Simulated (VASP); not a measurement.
A calculation with VASP 6.6.1 of WS2 (Tungstenite) (native input, structure from a POSCAR):

INCAR

```
PREC = Accurate
ENCUT = 550
EDIFF = 1E-6
ISMEAR = 0
SIGMA = 0.05
LREAL = False
LASPH = True
NELM = 100
ALGO = Normal
ISIF = 2
LWAVE = False
LCHARG = True
GGA = PE
LELF = True
LVHAR = True
```

The input KPOINTS:

```
regular mesh
0
Gamma
  10 10 3
```

POSCAR

```
WS2
3.18
    1.000000000000      0.000000000000      0.000000000000
   -0.500000000000      0.866025403774      0.000000000000
    0.000000000000      0.000000000000      3.930817610063
W S
2 4
Direct
    0.6666666667      0.3333333333      0.7500000000
    0.3333333333      0.6666666667      0.2500000000
    0.6666666667      0.3333333333      0.3750000000
    0.3333333333      0.6666666667      0.8750000000
    0.6666666667      0.3333333333      0.1250000000
    0.3333333333      0.6666666667      0.6250000000
```

Potentials or basis: VASP PAW PBE potentials, release 64 (W_sv_GW, S_GW).

Launch:

```sh
$ cat potpaw_PBE.64/W_sv_GW/POTCAR potpaw_PBE.64/S_GW/POTCAR > POTCAR
$ mpirun -np 1 vasp_std > vasp.out
```

**Question.** Write the same calculation in another form: ASE script, Cartesian positions.

**Answer.** As run:

run.py

```python
from ase.calculators.vasp import Vasp
from ase.dft.bandgap import bandgap
from ase.io import read

atoms = read('WS2.xyz')
calc = Vasp(
    directory='calc',
    xc='pbe',
    pp='PBE',
    setups='gw',
    prec='Accurate',
    encut=550,
    ediff=1e-06,
    ismear=0,
    sigma=0.05,
    lreal=False,
    lasph=True,
    nelm=80,
    algo='Normal',
    isif=2,
    lwave=False,
    lcharg=True,
    lelf=True,
    lvhar=True,
    kpts=[10, 10, 3],
    gamma=True,
)
atoms.calc = calc

print('energy (eV):', atoms.get_potential_energy())
print('free energy (eV):', atoms.get_potential_energy(force_consistent=True))
print('forces (eV/A):')
print(atoms.get_forces())
print('stress (eV/A^3, Voigt):', atoms.get_stress())
print('Fermi level (eV):', calc.get_fermi_level())
gap, top, bottom = bandgap(calc)
print('band gap (eV):', gap, 'from (spin, k, band)', top, 'to', bottom)
```

Contents of WS2.xyz:

```xyz
6
Lattice="3.1800000000 0.0000000000 0.0000000000 -1.5900000000 2.7539607840 0.0000000000 0.0000000000 0.0000000000 12.5000000000" Properties=species:S:1:pos:R:3 pbc="T T T"
W      1.5900000002      0.9179869279      9.3750000000
W     -0.0000000002      1.8359738561      3.1250000000
S      1.5900000002      0.9179869279      4.6875000000
S     -0.0000000002      1.8359738561     10.9375000000
S      1.5900000002      0.9179869279      1.5625000000
S     -0.0000000002      1.8359738561      7.8125000000
```

Potentials or basis: VASP PAW PBE potentials, release 64 (W_sv_GW, S_GW).

Command:

```console
$ python run.py
```

Both were run:

|  | native input, structure from a POSCAR | ASE script, Cartesian positions |
| --- | --- | --- |
| Pressure | 1.9 GPa | 1.9 GPa |
| Largest force | 0.138 eV/Å | 0.138 eV/Å |
| Band gap on the k mesh | 1.12 eV, indirect (least direct gap 2.08 eV) | 1.12 eV, indirect (least direct gap 2.08 eV) |

Keys that steer only the numerical path or the files written may differ.

Caveat: spin-orbit coupling is left out, which moves the levels of the heavy elements; an odd mesh through Γ misses points on the zone boundary, where band edges often lie; this functional lacks dispersion, which binds the layers, so the pressure and a relaxed spacing across them are unreliable.
